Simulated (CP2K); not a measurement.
## Al under changes of volume

One of the cells (16.116 Å³/atom); the others are scaled copies at fixed shape and fractional positions:

```xyz
1
Lattice="2.7561 0.0000 0.0000 -0.9187 2.5984 0.0000 -0.9187 -1.2992 2.2503" Properties=species:S:1:pos:R:3 pbc="T T T"
Al    0.0000    0.0000    0.0000
```

This isn't the form of Al at room conditions, which is fcc.

```yaml
Program: CP2K 2026.2
Functional: LDA
Potentials_or_basis: GTH_POTENTIALS Al GTH-PADE-q3; TZVP-MOLOPT-PBE-GTH basis
Density_cutoff: 6123 eV
k_mesh: 12 × 12 × 12
Occupations: fermi-dirac, width 0.05 eV
Spin: no spin polarisation
```

```csv
volume (Å³/atom),energy over the lowest point (meV/atom),pressure (GPa)
15.149,14.26,5.0
15.471,6.00,3.2
15.793,1.34,1.4
16.116,0.00,-0.1
16.438,1.68,-1.5
16.760,?,?
17.083,13.01,-4.0
```

**Question.** What does the run at 16.760 Å³/atom give?

**Answer.** Energy over the lowest point 6.11 meV/atom; pressure -2.8 GPa.

Worked out: A Birch-Murnaghan fit of order 3 (a polynomial in V^(-2/3)) to the other rows has its minimum at 16.09 Å³/atom with B0 = V·E''(V) = 75 GPa and B' = 3.7. It gives 6.08 meV/atom at 16.760 Å³/atom, against the run's 6.11, and -dE/dV = -2.8 GPa, against -2.8.

Energies are extrapolated to zero smearing.

Caveats: the basis of atomic orbitals isn't converged, which shifts pressures, moduli and gaps.
